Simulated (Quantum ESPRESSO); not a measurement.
Input of a Quantum ESPRESSO 7.5 run:

File pw.in:

```
&CONTROL
  calculation = 'scf'
  prefix = 'pwscf'
  outdir = './tmp'
  pseudo_dir = './pseudo'
  tprnfor = .true.
  tstress = .true.
  disk_io = 'low'
/
&SYSTEM
  ibrav = 0
  A = 3.91737157
  nat = 2
  ntyp = 2
  ecutwfc = 70
  nbnd = 16
  input_dft = 'pbesol'
  occupations = 'smearing'
  smearing = 'fd'
  degauss = 0.00367493
/
&ELECTRONS
  conv_thr = 4d-10
  electron_maxstep = 120
  mixing_beta = 0.5
/
ATOMIC_SPECIES
Te   127.6000 Te_ONCV_PBE-1.2.upf
Be     9.0122 Be_ONCV_PBE-1.2.upf
CELL_PARAMETERS alat
   0.0000000000    0.7071067808    0.7071067808
   0.7071067808    0.0000000000    0.7071067808
   0.7071067808    0.7071067808    0.0000000000
ATOMIC_POSITIONS alat
Te     1.0606601712    1.0606601712    1.0606601712
Be     0.0000000000    0.0000000000    0.0000000000
K_POINTS automatic
8 8 8 0 0 0
```

File bands.in:

```
&CONTROL
  calculation = 'bands'
  prefix = 'pwscf'
  outdir = './tmp'
  pseudo_dir = './pseudo'
  disk_io = 'low'
  verbosity = 'high'
/
&SYSTEM
  ibrav = 0
  A = 3.91737157
  nat = 2
  ntyp = 2
  ecutwfc = 70
  nbnd = 16
  input_dft = 'pbesol'
  occupations = 'smearing'
  smearing = 'fd'
  degauss = 0.00367493
/
&ELECTRONS
  conv_thr = 1d-08
  electron_maxstep = 120
  mixing_beta = 0.5
  diago_full_acc = .true.
  startingwfc = 'random'
/
ATOMIC_SPECIES
Te   127.6000 Te_ONCV_PBE-1.2.upf
Be     9.0122 Be_ONCV_PBE-1.2.upf
CELL_PARAMETERS alat
   0.0000000000    0.7071067808    0.7071067808
   0.7071067808    0.0000000000    0.7071067808
   0.7071067808    0.7071067808    0.0000000000
ATOMIC_POSITIONS alat
Te     1.0606601712    1.0606601712    1.0606601712
Be     0.0000000000    0.0000000000    0.0000000000
K_POINTS crystal
60
 0.0000000000  0.0000000000  0.0000000000 1
 0.0625000000  0.0000000000  0.0625000000 1
 0.1250000000  0.0000000000  0.1250000000 1
 0.1875000000  0.0000000000  0.1875000000 1
 0.2500000000  0.0000000000  0.2500000000 1
 0.3125000000  0.0000000000  0.3125000000 1
 0.3750000000  0.0000000000  0.3750000000 1
 0.4375000000  0.0000000000  0.4375000000 1
 0.5000000000  0.0000000000  0.5000000000 1
 0.5000000000  0.0625000000  0.5625000000 1
 0.5000000000  0.1250000000  0.6250000000 1
 0.5000000000  0.1875000000  0.6875000000 1
 0.5000000000  0.2500000000  0.7500000000 1
 0.4375000000  0.3125000000  0.7500000000 1
 0.3750000000  0.3750000000  0.7500000000 1
 0.3375000000  0.3375000000  0.6750000000 1
 0.3000000000  0.3000000000  0.6000000000 1
 0.2625000000  0.2625000000  0.5250000000 1
 0.2250000000  0.2250000000  0.4500000000 1
 0.1875000000  0.1875000000  0.3750000000 1
 0.1500000000  0.1500000000  0.3000000000 1
 0.1125000000  0.1125000000  0.2250000000 1
 0.0750000000  0.0750000000  0.1500000000 1
 0.0375000000  0.0375000000  0.0750000000 1
 0.0000000000  0.0000000000  0.0000000000 1
 0.0625000000  0.0625000000  0.0625000000 1
 0.1250000000  0.1250000000  0.1250000000 1
 0.1875000000  0.1875000000  0.1875000000 1
 0.2500000000  0.2500000000  0.2500000000 1
 0.3125000000  0.3125000000  0.3125000000 1
 0.3750000000  0.3750000000  0.3750000000 1
 0.4375000000  0.4375000000  0.4375000000 1
 0.5000000000  0.5000000000  0.5000000000 1
 0.5250000000  0.4500000000  0.5250000000 1
 0.5500000000  0.4000000000  0.5500000000 1
 0.5750000000  0.3500000000  0.5750000000 1
 0.6000000000  0.3000000000  0.6000000000 1
 0.6250000000  0.2500000000  0.6250000000 1
 0.5833333333  0.2500000000  0.6666666667 1
 0.5416666667  0.2500000000  0.7083333333 1
 0.5000000000  0.2500000000  0.7500000000 1
 0.5000000000  0.2857142857  0.7142857143 1
 0.5000000000  0.3214285714  0.6785714286 1
 0.5000000000  0.3571428571  0.6428571429 1
 0.5000000000  0.3928571429  0.6071428571 1
 0.5000000000  0.4285714286  0.5714285714 1
 0.5000000000  0.4642857143  0.5357142857 1
 0.5000000000  0.5000000000  0.5000000000 1
 0.4821428571  0.4821428571  0.5357142857 1
 0.4642857143  0.4642857143  0.5714285714 1
 0.4464285714  0.4464285714  0.6071428571 1
 0.4285714286  0.4285714286  0.6428571429 1
 0.4107142857  0.4107142857  0.6785714286 1
 0.3928571429  0.3928571429  0.7142857143 1
 0.3750000000  0.3750000000  0.7500000000 1
 0.6250000000  0.2500000000  0.6250000000 1
 0.5937500000  0.1875000000  0.5937500000 1
 0.5625000000  0.1250000000  0.5625000000 1
 0.5312500000  0.0625000000  0.5312500000 1
 0.5000000000  0.0000000000  0.5000000000 1
```

Potentials or basis: SG15 PBE 1.2.

Launch:

```bash
$ OMP_NUM_THREADS=1 pw.x -in pw.in > pw.out
$ OMP_NUM_THREADS=1 pw.x -in bands.in > bands.out
```

(1) Estimate the pressure.

(2) What does it give for the band gap along the path?

(3) Estimate the band gap on the k mesh.

Results:

(1) 2.0 GPa.

(2) 1.77 eV, indirect (least direct gap 3.60 eV).

(3) 1.77 eV, indirect (least direct gap 3.60 eV).

Caveat: the potentials were made for another functional, which shifts forces and pressure; spin-orbit coupling is left out, which moves the levels of the heavy elements.
